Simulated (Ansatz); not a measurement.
Wanted: the native input for an Ansatz 0.2.0 run.

| Item | Value |
| --- | --- |
| Task | band structure |
| Functional | PBE |
| Potentials or basis | all-electron LAPW, relativistic spinors |
| Cutoff | 270 eV (chosen from the basis error) |
| Basis error allowed | 0.001 eV/atom |
| k mesh | 9 × 9 × 9 |
| Occupations | fermi-dirac, width 0.05 eV |
| Spin | spin-orbit coupling, no magnetisation |

Pt:

```
Pt
1.0
     0.00000    1.96090    1.96090
     1.96090    0.00000    1.96090
     1.96090    1.96090    0.00000
Pt
1
Cartesian
  0.0000 0.0000 0.0000
```

The input as run:

input.yaml

```yaml
crystal:
  lattice:
    - [0.0, 1.9609, 1.9609]
    - [1.9609, 0.0, 1.9609]
    - [1.9609, 1.9609, 0.0]
  atoms:
    - { symbol: Pt, position: [0.0, 0.0, 0.0] }
kpoints:
  mp_grid: { grid: [9, 9, 9] }
  band_path:
    path:
      - [0.0, 0.0, 0.0]
      - [0.5, 0.0, 0.5]
      - [0.5, 0.25, 0.75]
      - [0.375, 0.375, 0.75]
      - [0.0, 0.0, 0.0]
      - [0.5, 0.5, 0.5]
      - [0.625, 0.25, 0.625]
      - [0.5, 0.25, 0.75]
    npoints: 12
scf:
  occupations: { method: fermi_dirac, width: 0.05 }
hamiltonian:
  xc: pbe
  pseudopotentials: { kind: all_electron, lapw: { basis_error: 0.001 } }
magnetization:
  noncollinear: true
  spin_orbit: true
output:
  forces: true
  stress: true
  eigenvalues: true
```

Potentials or basis: all-electron LAPW, relativistic spinors.

Command:

```console
$ ansatz run input.yaml --threads 1 --pin off --max-ram 3072MiB --backend cpu --events-out ev --progress --plain --runs-dir out
```

Results of the run:

* Pressure: 9.9 GPa
* Band gap along the path: none (metal or under the smearing width)

Caveat: the k mesh is thin for a metal, which can move the energy by tens of meV per atom.

It took 79 s on 1 thread of Arm Neoverse V1, with other jobs on the host, peak memory 0.47 GiB.
